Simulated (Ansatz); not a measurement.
# Ta in Ansatz: convergence with smearing width

Ta:

```
Ta
1.0
    -1.71384    1.66380    1.60595
     1.69320   -1.68230    1.60382
     1.68622    1.65469   -1.62445
Ta
1
Direct
  0.00000 0.00000 0.00000
```

| Property | Result |
| --- | --- |
| Program | Ansatz 0.2.0 |
| Task | convergence study |
| Functional | HSE06 |
| Potentials or basis | Ansatz PAW |
| Cutoff | 420 eV (not typed: the program's choice for these potentials) |
| k mesh | 6 × 6 × 6 |
| Occupations | methfessel-paxton, width 0.3 eV |
| Spin | no spin polarisation |

These are the settings of the first run; the series varies smearing width, with any setting tied to it.

Hardware: 2 threads of Arm Neoverse V1, on a shared host.

**Question.** The values tried are 0.3 eV, 0.2 eV, 0.15 eV, 0.1 eV, 0.05 eV, 0.025 eV, 0.01 eV, 0.005 eV, loosest first. From which on does the pressure stay within 0.1 GPa of the tightest run that finished?

**Answer.** From 0.01 eV on.

```
smearing width  energy less the tightest run, at zero smearing (meV/atom)  pressure (GPa)  SCF cycles  CPU time (s)  peak memory (GiB)
        0.3 eV                                                       1.42            3.86          15            29               0.69
        0.2 eV                                                       1.43            3.72          16            30               0.69
       0.15 eV                                                       0.85            3.56          15            29               0.69
        0.1 eV                                                       0.27            3.41          16            30               0.69
       0.05 eV                                                      -0.13            3.52          42            43                0.7
      0.025 eV                                                      -0.19            3.36          50            49               0.71
       0.01 eV                                                      -0.01            3.14          41            44               0.69
      0.005 eV                                                       0.00            3.14          51            49               0.69
```

Against the tightest run, the energy stays within 1 meV/atom from 0.15 eV on. Narrower smearing needs a denser k mesh, so at a fixed mesh the narrowest width isn't the most accurate. The tightest run that finished is the yardstick and may itself not be fully converged.

Caveat, for the tightest run too: the k mesh is coarse (spacing up to 0.46 Å⁻¹), so the values aren't converged, least of all with exact exchange; the PAW data sets come from PBE, with cores solved anew for the run's functional, which leaves a small shift of forces and pressure; the thresholds are loose for stress. Spin-orbit coupling is left out, which matters for the levels of Ta.
